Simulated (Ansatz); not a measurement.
## LiBr: relaxed-ion elastic tensor

All numbers below come from Ansatz, DFT PBE, scalar-relativistic, plane waves, PAW. Cutoff 420 eV, 8×8×8 k-points (Γ-centred), fixed occupations. No spin polarisation.

Equilibrium structure at this level:
```xyz
2
Lattice="0.0000 2.7555 2.7555 2.7555 0.0000 2.7555 2.7555 2.7555 0.0000" Properties=species:S:1:pos:R:3 pbc="T T T"
Li    2.7555    2.7555    2.7555
Br    0.0000    0.0000    0.0000
```

The cell has the rock salt type, in a space group that the Crystallography Open Database lists for this formula; it was reached from a generator's guess.

(1) Give the relaxed-ion elastic constants (GPa, Voigt order xx yy zz yz xz xy, on the Cartesian axes of the cell above).

(2) Is the crystal stable against homogeneous strain?

(3) And the moduli of a polycrystal (Hill averages)?

Answers

(1)
C11 = 42.0, C12 = 17.6, C13 = 17.6, C22 = 42.0, C23 = 17.6, C33 = 42.0, C44 = 19.2, C55 = 19.2, C66 = 19.2 GPa; the others vanish.

(2) Yes: the least eigenvalue of the tensor is 19.2 GPa.

(3) B = 26 GPa, G = 16 GPa, E = 40 GPa, ν = 0.24.
